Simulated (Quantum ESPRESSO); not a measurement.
C, 8 atoms in the cell. Symmetry: P6_3/mmc, No. 194, hexagonal system. Conventional cell: a = 2.522 Å, b = 2.522 Å, c = 8.237 Å, α = 90.00°, β = 90.00°, γ = 120.00°. C (site symmetry 3m) has 4 C at 1.54 Å as nearest neighbours. C (site symmetry 3m) is surrounded by 4 C at 1.54 Å. This is a hexagonal form of diamond, not graphite.

* Program: Quantum ESPRESSO 7.5
* Task: band structure
* Functional: PBE
* Potentials or basis: SPMS 1.0 PBE
* Cutoff: 1197 eV
* Density cutoff: 4789 eV
* k mesh: 12 × 12 × 4
* Occupations: fermi-dirac, width 0.05 eV
* Spin: no spin polarisation
* Mixing beta: 0.5
* Most SCF iterations: 120
* SCF threshold: 1.6e-09 Ry

Potentials or basis: SPMS 1.0 PBE.

Command:

```console
$ OMP_NUM_THREADS=1 pw.x -in pw.in > pw.out
$ OMP_NUM_THREADS=1 pp.x -in pp_density.in > pp_density.out
$ OMP_NUM_THREADS=1 pp.x -in pp_potential.in > pp_potential.out
$ OMP_NUM_THREADS=1 pp.x -in pp_elf.in > pp_elf.out
$ OMP_NUM_THREADS=1 pw.x -in bands.in > bands.out
```

Hardware: 1 thread of Arm Neoverse V1, with other jobs on the host.

Task: How long does it take, and how much memory?

Result: Wall time 3.6 min on 1 thread of Arm Neoverse V1 (shared host), peak memory 0.15 GiB. Counts: scf iterations 9, k pools 1, bands 24, k points 57, g dense 34191.
